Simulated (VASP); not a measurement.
# TiN (Fm-3m) in VASP: notebook

The runs below take TiN through relaxation of cell and atoms, with LDA, PBE, PBEsol.

Everything below comes from runs of VASP 6.6.1. Logs are shortened: lines on timing, memory, paths and dates and some standing lists are left out, and cuts for length are marked.

### 1 The crystal as given

It takes space group Fm-3m (No. 225, cubic). The conventional cell has a = 4.238 Å, b = 4.238 Å, c = 4.238 Å, α = 90.00°, β = 90.00°, γ = 90.00°. Ti (site symmetry m-3m) has 6 N at 2.12 Å as nearest neighbours. N (site symmetry m-3m) has 6 Ti at 2.12 Å as nearest neighbours.

### 2 Relaxation of cell and atoms, LDA

Contents of INCAR:

```
SYSTEM = TiN
PREC = Accurate
ENCUT = 600
EDIFF = 1E-6
ISMEAR = 1
SIGMA = 0.1
LREAL = .False.
LASPH = .True.
NELM = 80
ALGO = Normal
ISIF = 3
LWAVE = .False.
LCHARG = .False.
GGA = CA
IBRION = 2
NSW = 90
EDIFFG = -0.01
```

Contents of KPOINTS:

```
Automatic mesh
0
Gamma
  16 16 16
  0 0 0
```

Contents of POSCAR:

```
TiN
1.0
    0.0000000000      2.1190000000      2.1190000000
    2.1190000000      0.0000000000      2.1190000000
    2.1190000000      2.1190000000      0.0000000000
Ti N
1 1
Direct
    0.0000000000      0.0000000000      0.0000000000
    0.5000000000      0.5000000000      0.5000000000
```

Potentials or basis: VASP PAW LDA potentials, release 64 (Ti_sv, N).

Command:

```sh
$ cat potpaw_LDA.64/Ti_sv/POTCAR potpaw_LDA.64/N/POTCAR > POTCAR
$ mpirun -np 1 vasp_std > vasp.out
```

OUTCAR:

```text
SYSTEM = TiN
   PREC = Accurate
   ENCUT = 600
   EDIFF = 1E-6
   ISMEAR = 1
   LREAL = .False.
   LASPH = .True.
   NELM = 80
   ISIF = 3
   GGA = CA
   IBRION = 2
   NSW = 90
   EDIFFG = -0.01

 ion  position               nearest neighbor table
   1  0.000  0.000  0.000-   2 2.12   2 2.12   2 2.12   2 2.12   2 2.12   2 2.12
   2  0.500  0.500  0.500-   1 2.12   1 2.12   1 2.12   1 2.12   1 2.12   1 2.12

  LATTYP: Found a face centered cubic cell.
 ALAT       =     4.2380000000

  Lattice vectors:

 A1 = (   0.0000000000,   2.1190000000,   2.1190000000)
 A2 = (   2.1190000000,   0.0000000000,   2.1190000000)
 A3 = (   2.1190000000,   2.1190000000,   0.0000000000)

Analysis of symmetry for initial positions (statically):
=====================================================================
 Subroutine PRICEL returns:
 Original cell was already a primitive cell.

 Routine SETGRP: Setting up the symmetry group for a
 face centered cubic supercell.

 Subroutine GETGRP returns: Found 48 space group operations
 (whereof 48 operations were pure point group operations)
 out of a pool of 48 trial point group operations.

The static configuration has the point symmetry O_h .

Analysis of symmetry for dynamics (positions and initial velocities):
=====================================================================
 Subroutine PRICEL returns:
 Original cell was already a primitive cell.

 Routine SETGRP: Setting up the symmetry group for a
 face centered cubic supercell.

 Subroutine GETGRP returns: Found 48 space group operations
 (whereof 48 operations were pure point group operations)
 out of a pool of 48 trial point group operations.

The dynamic configuration has the point symmetry O_h .

 Subroutine INISYM returns: Found 48 space group operations
 (whereof 48 operations are pure point group operations),
 and found     1 'primitive' translations

----------------------------------------------------------------------------------------

                                     Primitive cell

  volume of cell :      19.0293

  direct lattice vectors                    reciprocal lattice vectors
     0.000000000  2.119000000  2.119000000    -0.235960359  0.235960359  0.235960359
     2.119000000  0.000000000  2.119000000     0.235960359 -0.235960359  0.235960359
     2.119000000  2.119000000  0.000000000     0.235960359  0.235960359 -0.235960359

  length of vectors
     2.996718539  2.996718539  2.996718539     0.408695330  0.408695330  0.408695330

  position of ions in fractional coordinates (direct lattice)
     0.000000000  0.000000000  0.000000000
     0.500000000  0.500000000  0.500000000

  ion indices of the primitive-cell ions
   primitive index   ion index
                 1           1
                 2           2

----------------------------------------------------------------------------------------

 KPOINTS: Automatic mesh

Automatic generation of k-mesh.
 Grid dimensions read from file:
 generate k-points for:   16   16   16

 Generating k-lattice:

  Cartesian coordinates                     Fractional coordinates (reciprocal lattice)
    -0.014747522  0.014747522  0.014747522     0.062500000  0.000000000  0.000000000
     0.014747522 -0.014747522  0.014747522     0.000000000  0.062500000  0.000000000
     0.014747522  0.014747522 -0.014747522     0.000000000  0.000000000  0.062500000

  Length of vectors
     0.025543458  0.025543458  0.025543458

  Shift w.r.t. Gamma in fractional coordinates (k-lattice)
     0.000000000  0.000000000  0.000000000

 Subroutine IBZKPT returns following result:
 ===========================================

 Found    145 irreducible k-points:

 Following reciprocal coordinates:
            Coordinates               Weight
  0.000000  0.000000  0.000000      1.000000
  0.062500  0.000000  0.000000      8.000000
  0.125000  0.000000  0.000000      8.000000
  0.187500  0.000000  0.000000      8.000000
  0.250000  0.000000  0.000000      8.000000
  0.312500  0.000000  0.000000      8.000000
[... 16 lines left out ...]
[... 38 lines left out ...]
  Thomas-Fermi vector in A             =   2.677497
   LORBIT       =      0    0 simple, 1 ext, 2 COOP (PROOUT), +10 PAW based schemes
   GGA     = CA    functional components
   LHFCALC =     F    Hartree Fock is set to
   AEXX    =    0.0000 exact exchange contribution
   IVDW    =     0    specifies the selected vdW correction
   LEPSILON=     F    determine dielectric tensor
   LRPA    =     F    only Hartree local field effects (RPA)
 conjugate gradient relaxation of ions
 non-spin polarized calculation
 Methfessel and Paxton  Order N= 1 SIGMA  =   0.10
  energy-cutoff  :      600.00
  volume of cell :       19.03
 maximum number of plane-waves:       652
   NGX = 11   NGY = 11   NGZ = 11

--------------------------------------- Ionic step        1  -------------------------------------------

 number of electron      17.0000002 magnetization

 Free energy of the ion-electron system (eV)
  ---------------------------------------------------
  ext. energy  EPLUGINS =         0.00000000
  ---------------------------------------------------
  free energy    TOTEN  =       -21.63891346 eV

  energy without entropy =      -21.63751645  energy(sigma->0) =      -21.63844779

------------------------ aborting loop because EDIFF is reached ----------------------------------------

  FORCE on cell =-STRESS in cart. coord.  units (eV):
  Direction    XX          YY          ZZ          XY          YZ          ZX
  --------------------------------------------------------------------------------------
  -------------------------------------------------------------------------------------
  Total       -1.5267291     -1.5267291     -1.5267291     -0.0000000      0.0000000      0.0000000
  in kB     -128.5433781   -128.5433781   -128.5433781     -0.0000000      0.0000000      0.0000000
  external PRESSURE =    -128.5433781 kB  Pullay stress =       0.0000000 kB
[... 93 lines left out ...]
  energy  without entropy=      -21.6717384897  energy(sigma->0) =      -21.67270382

--------------------------------------- Ionic step        4  -------------------------------------------

 number of electron      16.9999996 magnetization

 Free energy of the ion-electron system (eV)
  ---------------------------------------------------
  ext. energy  EPLUGINS =         0.00000000
  ---------------------------------------------------
  free energy    TOTEN  =       -21.67320021 eV

  energy without entropy =      -21.67175135  energy(sigma->0) =      -21.67271726

 E-fermi :  11.8312     XC(G=0): -13.6308

 val. band max:       11.8303694635   @ k =   0.1250   0.0625   0.0000
 cond. band min:      11.8438456345   @ k =  -0.1875   0.1875   0.0625
 fundamental gap:      0.0134761710
 Fermi energy:        11.8311523773

 k-point     1 :       0.0000    0.0000    0.0000
  band No.  band energies     occupation
      1     -45.2531      2.00000
      2     -21.5713      2.00000
      3     -21.5713      2.00000
      4     -21.5713      2.00000
      5      -5.2895      2.00000
      6       9.7687      2.00000
      7       9.7687      2.00000
      8       9.7687      2.00000
      9      11.1385      2.00000
     10      11.1385      2.00000
     11      11.1385      2.00000
     12      12.4241     -0.00000
[... 331 lines left out ...]
 k-point    24 :      -0.0625    0.0625    0.0000
  band No.  band energies     occupation
      1     -45.2406      2.00000
      2     -21.6478      2.00000
      3     -21.5907      2.00000
      4     -21.5723      2.00000
      5      -5.0690      2.00000
      6       8.6467      2.00000
      7       8.8541      2.00000
      8       9.1871      2.00000
      9      11.2640      2.00000
     10      11.5920      2.00371
     11      11.7025      2.06984
     12      12.9067     -0.00000

 [... further k-points ...]

------------------------ aborting loop because EDIFF is reached ----------------------------------------

  FORCE on cell =-STRESS in cart. coord.  units (eV):
  Direction    XX          YY          ZZ          XY          YZ          ZX
  --------------------------------------------------------------------------------------
  -------------------------------------------------------------------------------------
  Total       -0.0020536     -0.0020536     -0.0020536     -0.0000000      0.0000000      0.0000000
  in kB       -0.1807420     -0.1807420     -0.1807420     -0.0000000      0.0000000      0.0000000
  external PRESSURE =      -0.1807420 kB  Pullay stress =       0.0000000 kB
[... 17 lines left out ...]
  FREE ENERGIE OF THE ION-ELECTRON SYSTEM (eV)
  ---------------------------------------------------
  free  energy   TOTEN  =       -21.6732002129 eV

  energy  without entropy=      -21.6717513481  energy(sigma->0) =      -21.67271726

 reached required accuracy - stopping structural energy minimisation
```

Wall time 32 s (1 thread of Intel Xeon 6975P-C (Granite Rapids), shared host); peak memory 0.17 GiB.

What came out:

- Free energy: -21.6732 eV
- Relaxed volume: 9.10 Å³/atom
- Relaxed cell: a = 2.953 Å, b = 2.953 Å, c = 2.953 Å, α = 60.00°, β = 60.00°, γ = 60.00°
- Space group after relaxing (to 0.05 Å): Fm-3m (No. 225)
- Energy gained by relaxing: 17.1 meV/atom
- Ionic steps: 4
- Pressure after relaxing: 0.0 GPa
- Band gap on the k mesh: none (metal or under the smearing width)

The path:
```
step  energy change (eV)  largest force (eV/Å)  pressure (GPa)  volume (Å³)
   1              0.0000                0.0000          -12.85        19.03
   2              0.0539                0.0000           24.97        17.00
   3             -0.0343                0.0000           -0.26        18.22
   4             -0.0343                0.0000           -0.02        18.20
```

Final structure:
```cif
data_structure
_symmetry_space_group_name_H-M 'P 1'
_symmetry_Int_Tables_number 1
_cell_length_a 2.9527
_cell_length_b 2.9527
_cell_length_c 2.9527
_cell_angle_alpha 60.000
_cell_angle_beta 60.000
_cell_angle_gamma 60.000
_cell_volume 18.20
loop_
_atom_site_label
_atom_site_type_symbol
_atom_site_fract_x
_atom_site_fract_y
_atom_site_fract_z
_atom_site_occupancy
Ti1 Ti 0.00000 0.00000 0.00000 1
N1 N 0.50000 0.50000 0.50000 1
```

Levels at points of the mesh, in eV from the Fermi level:
```csv
k point,band 5,band 6,band 7,band 8,band 9,band 10,band 11,band 12
"(0.00, 0.00, 0.00)",-17.12,-2.06,-2.06,-2.06,-0.69,-0.69,-0.69,0.59
"(0.50, 0.00, 0.00)",-14.38,-8.36,-5.73,-5.73,1.81,1.81,2.54,6.12
"(0.50, 0.50, 0.00)",-15.68,-5.87,-3.32,-3.25,-3.25,1.75,2.57,2.57
```

LDA usually gives volumes a few per cent too small. Zero-point motion and thermal expansion aren't in these numbers.

### 3 Relaxation of cell and atoms, LDA

This run uses another cell than the first one, of 9.10 Å³/atom, 0.957 times its volume.

Changes to INCAR since step 2:

```diff
@@ -3,3 +3,3 @@
 ENCUT = 600
-EDIFF = 1E-6
+EDIFF = 1E-7
 ISMEAR = 1
@@ -16,2 +16,2 @@
 NSW = 90
-EDIFFG = -0.01
+EDIFFG = -0.005
```

KPOINTS is that of step 2.

Contents of POSCAR:

```
TiN                                     
1.0
    0.0000000000      2.0879044249      2.0879044249
    2.0879044249      0.0000000000      2.0879044249
    2.0879044249      2.0879044249      0.0000000000
  Ti              N             
     1     1
Direct
     1.0000000000000000    1.0000000000000000    0.0000000000000000
     0.5000000000000000    0.5000000000000000    0.5000000000000000
```

Potentials or basis: VASP PAW LDA potentials, release 64 (Ti_sv, N).

Command:

```sh
$ cat potpaw_LDA.64/Ti_sv/POTCAR potpaw_LDA.64/N/POTCAR > POTCAR
$ mpirun -np 1 vasp_std > vasp.out
```

Wall time 11 s (1 thread of Intel Xeon 6975P-C (Granite Rapids), shared host); peak memory 0.16 GiB.

The run converged. Its results:

```yaml
Free_energy: -21.6719 eV
Pressure_after_relaxing: 0.0 GPa
Band_gap_on_the_k_mesh: none (metal or under the smearing width)
```

Final structure:
```
Ti N
1.0
     0.00000    2.08790    2.08790
     2.08790    0.00000    2.08790
     2.08790    2.08790    0.00000
Ti N
1 1
Direct
  0.00000 0.00000 0.00000
  0.50000 0.50000 0.50000
```

Levels at points of the mesh, in eV from the Fermi level:
| k point | band 6 | band 7 | band 8 | band 9 | band 10 | band 11 | band 12 |
| --- | --- | --- | --- | --- | --- | --- | --- |
| (0.00, 0.00, 0.00) | -2.06 | -2.06 | -2.06 | -0.69 | -0.69 | -0.69 | 0.59 |
| (0.50, 0.00, 0.00) | -8.36 | -5.73 | -5.73 | 1.81 | 1.81 | 2.54 | 6.12 |
| (0.50, 0.50, 0.00) | -5.87 | -3.32 | -3.25 | -3.25 | 1.75 | 2.57 | 2.57 |

Caveat: the relaxation stopped at its first step, so nothing moved.

### 4 Relaxation of cell and atoms, PBE

Contents of INCAR:

```
ALGO = Normal
EDIFF = 1E-6
EDIFFG = -0.01
ENCUT = 600
GGA = PE
IBRION = 2
ISIF = 3
ISMEAR = 1
LASPH = T
LCHARG = F
LREAL = F
LWAVE = F
NELM = 80
NSW = 90
PREC = Accurate
SIGMA = 0.1
```

Contents of KPOINTS:

```
k-points
0
Gamma
  16 16 16
```

Contents of POSCAR:

```
TiN
1.0
    0.0000000000      2.1190000000      2.1190000000
    2.1190000000      0.0000000000      2.1190000000
    2.1190000000      2.1190000000      0.0000000000
Ti N
1 1
Direct
    0.0000000000      0.0000000000      0.0000000000
    0.5000000000      0.5000000000      0.5000000000
```

Potentials or basis: VASP PAW PBE potentials, release 64 (Ti_sv, N).

Command:

```sh
$ cat potpaw_PBE.64/Ti_sv/POTCAR potpaw_PBE.64/N/POTCAR > POTCAR
$ mpirun -np 1 vasp_std > vasp.out
```

Run time: 49 s. Hardware: 1 thread of Intel Xeon Platinum 8488C (Sapphire Rapids), shared host; peak memory 0.16 GiB.

The run converged. Its results:

```
Free energy                            : -19.6377 eV
Relaxed volume                         : 9.59 Å³/atom
Relaxed cell                           : a = 3.004 Å, b = 3.004 Å, c = 3.004 Å, α = 60.00°, β = 60.00°, γ = 60.00°
Space group after relaxing (to 0.05 Å) : Fm-3m (No. 225)
Energy gained by relaxing              : 0.5 meV/atom
Ionic steps                            : 3
Pressure after relaxing                : 0.0 GPa
Band gap on the k mesh                 : none (metal or under the smearing width)
```

Step by step:
| step | energy change (eV) | largest force (eV/Å) | pressure (GPa) | volume (Å³) |
| --- | --- | --- | --- | --- |
| 1 | 0.0000 | 0.0000 | 2.07 | 19.03 |
| 2 | 0.0008 | 0.0000 | -2.74 | 19.37 |
| 3 | -0.0009 | 0.0000 | -0.01 | 19.17 |

Final structure:
```yaml
crystal:
  lattice:
    - [0.00000, 2.12430, 2.12430]
    - [2.12430, 0.00000, 2.12430]
    - [2.12430, 2.12430, 0.00000]
  atoms:
    - { symbol: Ti, position: [0.00000, 0.00000, 0.00000] }
    - { symbol: N, position: [0.50000, 0.50000, 0.50000] }
```

Levels at points of the mesh, in eV from the Fermi level:
| k point | band 6 | band 7 | band 8 | band 9 | band 10 | band 11 | band 12 |
| --- | --- | --- | --- | --- | --- | --- | --- |
| (0.00, 0.00, 0.00) | -2.05 | -2.05 | -2.05 | -0.62 | -0.62 | -0.62 | 0.56 |
| (0.50, 0.00, 0.00) | -8.06 | -5.46 | -5.46 | 1.65 | 1.65 | 2.32 | 5.68 |
| (0.50, 0.50, 0.00) | -5.83 | -3.24 | -3.24 | -3.05 | 1.61 | 2.35 | 2.35 |

PBE usually gives volumes a little too large and moduli too small. Zero-point motion and thermal expansion aren't in these numbers.

### 5 Relaxation of cell and atoms, PBE

This run uses another cell than the first one, of 9.59 Å³/atom, 1.008 times its volume.

Changes to INCAR since step 4:

```diff
@@ -1,4 +1,4 @@
 ALGO = Normal
-EDIFF = 1E-6
-EDIFFG = -0.01
+EDIFF = 1E-7
+EDIFFG = -0.005
 ENCUT = 600
```

KPOINTS is that of step 4.

Contents of POSCAR:

```
TiN                                     
1.0
   -0.0000000000      2.1242992028      2.1242992028
    2.1242992028      0.0000000000      2.1242992028
    2.1242992028      2.1242992028     -0.0000000000
  Ti              N             
     1     1
Direct
     0.0000000000000000    0.0000000000000000    0.0000000000000000
     0.5000000000000000    0.5000000000000000    0.5000000000000000
```

Command:

```sh
$ cat potpaw_PBE.64/Ti_sv/POTCAR potpaw_PBE.64/N/POTCAR > POTCAR
$ mpirun -np 1 vasp_std > vasp.out
```

Wall time 25 s (1 thread of Intel Xeon Platinum 8488C (Sapphire Rapids), shared host); peak memory 0.17 GiB.

Results (log left out):

```yaml
Free_energy: -19.6380 eV
Pressure_after_relaxing: 0.0 GPa
Band_gap_on_the_k_mesh: none (metal or under the smearing width)
```

Final structure:
```cif
data_structure
_symmetry_space_group_name_H-M 'P 1'
_symmetry_Int_Tables_number 1
_cell_length_a 3.0042
_cell_length_b 3.0042
_cell_length_c 3.0042
_cell_angle_alpha 60.000
_cell_angle_beta 60.000
_cell_angle_gamma 60.000
_cell_volume 19.17
loop_
_atom_site_label
_atom_site_type_symbol
_atom_site_fract_x
_atom_site_fract_y
_atom_site_fract_z
_atom_site_occupancy
Ti1 Ti 0.00000 0.00000 0.00000 1
N1 N 0.50000 0.50000 0.50000 1
```

Levels at points of the mesh, in eV from the Fermi level:
| k point | band 6 | band 7 | band 8 | band 9 | band 10 | band 11 | band 12 |
| --- | --- | --- | --- | --- | --- | --- | --- |
| (0.00, 0.00, 0.00) | -2.05 | -2.05 | -2.05 | -0.62 | -0.62 | -0.62 | 0.56 |
| (0.50, 0.00, 0.00) | -8.06 | -5.46 | -5.46 | 1.65 | 1.65 | 2.32 | 5.68 |
| (0.50, 0.50, 0.00) | -5.83 | -3.24 | -3.24 | -3.05 | 1.61 | 2.35 | 2.35 |

Caveat: the relaxation stopped at its first step, so nothing moved.

### 6 Relaxation of cell and atoms, PBEsol

Contents of INCAR:

```
SYSTEM = TiN
ALGO = Normal
EDIFF = 1E-6
EDIFFG = -0.01
ENCUT = 600
GGA = PS
IBRION = 2
ISIF = 3
ISMEAR = 1
LASPH = .TRUE.
LCHARG = .FALSE.
LREAL = .FALSE.
LWAVE = .FALSE.
NELM = 80
NSW = 90
PREC = Accurate
SIGMA = 0.1
```

Contents of KPOINTS:

```
k-points
0
G
  16 16 16
  0 0 0
```

Contents of POSCAR:

```
TiN
1.0
    0.0000000000      2.1190000000      2.1190000000
    2.1190000000      0.0000000000      2.1190000000
    2.1190000000      2.1190000000      0.0000000000
Ti N
1 1
Direct
    0.0000000000      0.0000000000      0.0000000000
    0.5000000000      0.5000000000      0.5000000000
```

Potentials or basis: VASP PAW PBE potentials, release 64 (Ti_sv, N).

Command:

```sh
$ cat potpaw_PBE.64/Ti_sv/POTCAR potpaw_PBE.64/N/POTCAR > POTCAR
$ mpirun -np 1 vasp_std > vasp.out
```

It took 86 s on 1 thread of AMD EPYC 7R13 (Zen 3), shared host; peak memory 0.15 GiB.

It converged, with:

```
Free energy                            : -20.7827 eV
Relaxed volume                         : 9.30 Å³/atom
Relaxed cell                           : a = 2.974 Å, b = 2.974 Å, c = 2.974 Å, α = 60.00°, β = 60.00°, γ = 60.00°
Space group after relaxing (to 0.05 Å) : Fm-3m (No. 225)
Energy gained by relaxing              : 4.5 meV/atom
Ionic steps                            : 3
Pressure after relaxing                : 0.0 GPa
Band gap on the k mesh                 : none (metal or under the smearing width)
```

Step by step:
| step | energy change (eV) | largest force (eV/Å) | pressure (GPa) | volume (Å³) |
| --- | --- | --- | --- | --- |
| 1 | 0.0000 | 0.0000 | -6.58 | 19.03 |
| 2 | 0.0115 | 0.0000 | 10.91 | 17.97 |
| 3 | -0.0091 | 0.0000 | -0.03 | 18.60 |

Final structure:
```xyz
2
Lattice="0.0000 2.1029 2.1029 2.1029 0.0000 2.1029 2.1029 2.1029 0.0000" Properties=species:S:1:pos:R:3 pbc="T T T"
Ti    0.0000    0.0000    0.0000
N     2.1029    2.1029    2.1029
```

Levels at points of the mesh, in eV from the Fermi level:
```csv
k point,band 7,band 8,band 9,band 10,band 11,band 12
"(0.00, 0.00, 0.00)",-2.06,-2.06,-0.66,-0.66,-0.66,0.58
"(0.50, 0.00, 0.00)",-5.63,-5.63,1.76,1.76,2.47,5.97
"(0.50, 0.50, 0.00)",-3.26,-3.26,-3.24,1.70,2.50,2.50
```

Caveat: the PAW data sets were made with another functional, which shifts forces and pressure a little.

### 7 The runs side by side

```csv
level,potentials or basis,gap on the mesh (eV),pressure (GPa)
LDA,"VASP PAW LDA potentials, release 64 (Ti_sv, N)",none,0.0
PBE,"VASP PAW PBE potentials, release 64 (Ti_sv, N)",none,0.0
PBEsol,"VASP PAW PBE potentials, release 64 (Ti_sv, N)",none,0.0
```

Alike in all rows: task relaxation of cell and atoms; no spin polarisation; cell relaxed; k mesh 16 × 16 × 16; cutoff (eV) 600; smearing methfessel-paxton 0.1 eV.

Caveats: the relaxation stopped at its first step, so nothing moved (some runs); the PAW data sets were made with another functional, which shifts forces and pressure a little (some runs).

Total energies depend on the potentials used, so only differences within one code and one set of settings carry meaning.
